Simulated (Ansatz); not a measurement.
Input and command of a plane-wave DFT calculation in Ansatz:

```yaml
crystal:
  lattice:
    - [2.9826244058, 0.0, 0.0]
    - [0.0, 3.1615818701, 0.0]
    - [0.0, 0.0, 2.9826244058]
  atoms:
    - { symbol: Al, position: [0.0, 0.0, 0.0] }
    - { symbol: Ru, position: [0.5, 0.5, 0.5] }
basis:
  ecutwfc: 500
kpoints:
  mp_grid: { grid: [20, 20, 20] }
hamiltonian:
  xc: r2scan
scf:
  occupations: { method: gaussian, width: 0.15 }
output:
  forces: true
  stress: true
  eigenvalues: true
```

```bash
ansatz run input.yaml --threads 1 --pin off --max-ram 2560MiB --backend cpu --events-out ev --progress --plain --runs-dir out
```

Processor: Intel(R) Xeon(R) Processor @ 2.70GHz, 1 thread, on a host shared with other jobs.

Problem. Estimate time, memory and problem size.

Solution. About 23 s on 1 thread of Intel(R) Xeon(R) Processor @ 2.70GHz (shared host), peak memory 0.65 GiB. It solves 14 bands at 726 k points (the mesh reduced by symmetry) with about 723 plane waves, in 7 SCF iterations.
